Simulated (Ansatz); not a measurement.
Turn this script for Ansatz 0.2.0, Python API into the input file that the command-line program reads.

`bands_cui.py`:
```python
"""Band structure of CuI."""

import ansatz as az
import numpy as np


def main() -> None:
    lattice = az.Lattice.of(
        (0.0, 3.0315, 3.0315),
        (3.0315, 0.0, 3.0315),
        (3.0315, 3.0315, 0.0),
    )
    sites = [
        ("Cu", (0.25, 0.25, 0.25)),
        ("I", (0.0, 0.0, 0.0)),
    ]
    crystal = az.Crystal(lattice=lattice)
    for symbol, position in sites:
        crystal = crystal.atom(symbol, position)

    # high-symmetry points in fractions of the reciprocal vectors
    path = [
        ("K", (-0.375, 0.0, 0.375)),
        ("G", (0.0, 0.0, 0.0)),
        ("L", (0.0, 0.0, 0.5)),
        ("W", (-0.5, -0.25, 0.25)),
        ("X", (-0.5, -0.5, 0.0)),
    ]
    base = (
        crystal.calculation()
        .scf(tolerance=1e-10)
        .occupations("fixed")  # whole-number filling, right only where there is a gap
        .functional("pbesol")
        .kpoints(6, 6, 6, center="gamma")
        .band_structure([point for _, point in path], intervals=10)  # levels along the path at the converged density
        .scf(extra_bands=6)
    )
    outcome = base.run(threads=1)
    rep = outcome.report

    print(f"free energy      {rep['free_energy_ev']:.5f} eV")
    print(f"per atom         {rep['free_energy_ev'] / len(outcome.lattice.sites):.5f} eV")
    print(f"SCF iterations   {rep['n_iterations']}  (converged: {rep['converged']})")

    bands = outcome.band_structure()
    fermi = bands.fermi_energy_ev
    print(f"zero of the bands: {fermi:.3f} eV, the Fermi level found on the SCF mesh")
    levels = bands.channels[0].eigenvalues_ev - fermi
    filled = round(rep["n_electrons"]) // 2
    valence, conduction = levels[:, filled - 1], levels[:, filled]
    print("k (fractions)              top valence  bottom conduction (eV)")
    for k, lo, hi in zip(bands.kpoints_frac, valence, conduction):
        print(f"{k[0]:7.3f} {k[1]:7.3f} {k[2]:7.3f} {lo:12.3f} {hi:13.3f}")
    print(f"on this path: least direct gap {np.min(conduction - valence):.3f} eV, least gap {conduction.min() - valence.max():.3f} eV")


if __name__ == "__main__":
    main()
```

```console
$ python bands_cui.py
DeckWarning: basis.ecutwfc = 420 eV, auto-derived from the records' recommended cutoffs: set by Cu (normal level)
free energy      -14021.25800 eV
per atom         -7010.62900 eV
SCF iterations   8  (converged: True)
zero of the bands: 8.005 eV, the Fermi level found on the SCF mesh
k (fractions)              top valence  bottom conduction (eV)
 -0.375   0.000   0.375       -1.260         3.012
 -0.337   0.000   0.337       -1.109         3.185
 -0.300   0.000   0.300       -0.935         3.342
 -0.263   0.000   0.263       -0.749         3.402
 -0.225   0.000   0.225       -0.564         3.293
 -0.188   0.000   0.188       -0.393         3.032
 -0.150   0.000   0.150       -0.248         2.673
 -0.113   0.000   0.113       -0.136         2.241
 -0.075   0.000   0.075       -0.059         1.755
 -0.037   0.000   0.037       -0.014         1.271
  0.000   0.000   0.000        0.000         1.006
  0.000   0.000   0.050       -0.020         1.192
  0.000   0.000   0.100       -0.077         1.548
  0.000   0.000   0.150       -0.163         1.877
  0.000   0.000   0.200       -0.266         2.090
  0.000   0.000   0.250       -0.375         2.174
  0.000   0.000   0.300       -0.481         2.174
  0.000   0.000   0.350       -0.575         2.140
  0.000   0.000   0.400       -0.650         2.102
  0.000   0.000   0.450       -0.699         2.074
  0.000   0.000   0.500       -0.716         2.065
 -0.050  -0.025   0.475       -0.730         2.155
 -0.100  -0.050   0.450       -0.772         2.395
 -0.150  -0.075   0.425       -0.839         2.723
 -0.200  -0.100   0.400       -0.923         3.081
 -0.250  -0.125   0.375       -1.014         3.428
 -0.300  -0.150   0.350       -1.101         3.737
 -0.350  -0.175   0.325       -1.175         3.989
 -0.400  -0.200   0.300       -1.230         4.185
 -0.450  -0.225   0.275       -1.263         4.351
 -0.500  -0.250   0.250       -1.274         4.468
 -0.500  -0.275   0.225       -1.278         4.390
 -0.500  -0.300   0.200       -1.289         4.171
 -0.500  -0.325   0.175       -1.306         3.863
 -0.500  -0.350   0.150       -1.331         3.562
 -0.500  -0.375   0.125       -1.362         3.288
 -0.500  -0.400   0.100       -1.398         3.052
 -0.500  -0.425   0.075       -1.437         2.860
 -0.500  -0.450   0.050       -1.474         2.718
 -0.500  -0.475   0.025       -1.502         2.631
 -0.500  -0.500   0.000       -1.513         2.602
on this path: least direct gap 1.006 eV, least gap 1.006 eV
```
(Warnings from the package without file and line.)

`input.yaml`:
```yaml
crystal:
  lattice:
    - [0.0, 3.0315, 3.0315]
    - [3.0315, 0.0, 3.0315]
    - [3.0315, 3.0315, 0.0]
  atoms:
    - { symbol: Cu, position: [0.25, 0.25, 0.25] }
    - { symbol: I, position: [0.0, 0.0, 0.0] }
kpoints:
  mp_grid:
    grid: [6, 6, 6]
    shift: [0.0, 0.0, 0.0]
  band_path:
    path:
      - [-0.375, 0.0, 0.375]
      - [0.0, 0.0, 0.0]
      - [0.0, 0.0, 0.5]
      - [-0.5, -0.25, 0.25]
      - [-0.5, -0.5, 0.0]
    npoints: 10
hamiltonian:
  xc: pbesol
scf:
  n_extra_bands: 6
  convergence:
    dr2_threshold: 1.0e-10
  occupations:
    method: fixed
```

Absolute energies stand on the zero of these potentials, so only differences at equal settings mean something. Semilocal gaps usually lie well under measured ones. Under fixed occupations the level called the Fermi level is the highest filled one on the SCF mesh; off the mesh a filled band can lie a little above it. Of the deposited cell: the entry's cell lengths or inner coordinates differ somewhat from later room-temperature determinations. Without a Hubbard U or exact exchange, semilocal functionals often make such 3d compounds metallic or too weakly gapped. The starting cell is as deposited in a crystallographic database; the results hold for this polymorph, which needn't be the stable one. Levels are Kohn-Sham eigenvalues on this mesh, without spin-orbit coupling. Timing: 5 s on 1 thread of Arm Neoverse V1, with other jobs on the host, peak memory 0.37 GiB.

(Lines on the test bed's own set-up are left out of the output.)
